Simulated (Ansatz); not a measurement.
WS2 under changes of volume

One of the cells (49.592 Å³/atom); the others are scaled copies at fixed shape and fractional positions:

```
CELL_PARAMETERS angstrom
3.18352 0.00000 0.00000
-1.59176 2.75701 0.00000
0.00000 0.00000 16.95058
ATOMIC_POSITIONS crystal
W 0.00000 0.00000 0.00000
S 0.33333 0.66667 0.09200
S 0.33333 0.66667 0.90800
```

- Program: Ansatz 0.2.0
- Functional: PBE
- Potentials or basis: Ansatz PAW
- Cutoff: 420 eV (not typed: the program's choice for these potentials)
- k mesh: 10 × 10 × 2
- Occupations: fermi-dirac, width 0.05 eV
- Spin: no spin polarisation

```csv
volume (Å³/atom),energy over the lowest point (meV/atom),gap on the mesh (eV),largest force (eV/Å)
46.616,47.64,2.18,1.486
47.608,23.05,2.11,1.045
48.600,7.51,2.05,0.637
49.592,0.10,1.99,0.259
50.583,0.00,1.93,0.090
51.575,6.46,1.88,0.413
52.567,?,?,?
```

Question: What does the run at 52.567 Å³/atom give?

Answer: Energy over the lowest point 18.83 meV/atom; gap on the mesh 1.83 eV; largest force 0.712 eV/Å.

Worked out: A Birch-Murnaghan fit of order 3 (a polynomial in V^(-2/3)) to the other rows has its minimum at 50.10 Å³/atom with B0 = V·E''(V) = 56 GPa and B' = 4.4 at fixed shape and positions, which overstates the stiffness. It gives 18.83 meV/atom at 52.567 Å³/atom, against the run's 18.83. A straight line through the other rows of the gap, of slope -2.97 eV per unit of ln V, extrapolates to 1.82 eV, against the run's 1.83.

Energies are extrapolated to zero smearing.

Caveats: spin-orbit coupling is left out, which moves the levels of the heavy elements.

A mesh can miss the band edges.
